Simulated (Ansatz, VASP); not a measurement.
# Two plane-wave programs on Pb

```
Pb
1.0
     3.40799    0.00000    0.00000
    -1.70400    2.95141    0.00000
     0.00000    0.00000    3.26510
Pb
1
Cartesian
  0.0000 0.0000 0.0000
```

Alike in both runs: functional PBE; k mesh 13 × 13 × 12; occupations fermi-dirac, width 0.05 eV; no spin polarisation.

Ansatz relaxed the structure, and its values are those at the end. VASP's run is a single point on that final structure, the one shown.

|  | VASP | Ansatz |
| --- | --- | --- |
| version | VASP 6.6.1 | Ansatz 0.2.0 |
| potentials or method | VASP PAW PBE potentials, release 64 (Pb_d) | PAW with Ansatz's default frozen-core files, scalar-relativistic |
| plane-wave cutoff (eV) | 520 | 420 |
| valence electrons in the cell | 14 | 14 |

|  | VASP | Ansatz | Ansatz less VASP |
| --- | --- | --- | --- |
| pressure (GPa) | 0.2 | 0.3 | +0.06 |

Spin-orbit coupling is left out, which matters for the levels of Pb.
